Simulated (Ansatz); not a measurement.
GaN (started from an entry of an open crystallographic database) (r2SCAN geometry), in Ansatz:

```yaml
crystal:
  lattice:
    - [0.00000, 2.10852, 2.10852]
    - [2.10852, 0.00000, 2.10852]
    - [2.10852, 2.10852, 0.00000]
  atoms:
    - { symbol: Ga, position: [0.50000, 0.50000, 0.50000] }
    - { symbol: N, position: [0.00000, 0.00000, 0.00000] }
```

G0W0@PBE with 70 empty bands, a screening cutoff of 140 eV and a 6×6×6 mesh (PAW, contour deformation) gives 1.440 eV over the mesh points, from a PBE gap of 0.626 eV; it sums over 79 bands with 65 plane waves in the screening and a wave cutoff of 420 eV. G0W0 values are finite-basis, finite-mesh values. No spin polarisation and no zero-point or thermal motion.

(1) Estimate the gap with frequency model Godby-Needs pole.

(2) Estimate the gap with empty bands 129, screening cutoff 210 eV.

(3) Estimate the gap with mesh 8×8×8, empty bands 30, screening cutoff 80 eV.

(4) Estimate the gap with starting point HSE06.

## Answers

(1) 1.408 eV (-0.032 eV), from a Kohn-Sham gap of 0.626 eV.

(2) 1.356 eV (-0.084 eV), from a Kohn-Sham gap of 0.626 eV.

(3) 1.519 eV (+0.079 eV), from a Kohn-Sham gap of 0.662 eV.

(4) 2.030 eV (+0.590 eV), from a Kohn-Sham gap of 1.898 eV.

With a shallow d shell on the cation, G0W0 converges slowly in bands and cutoff, so these values are in doubt.
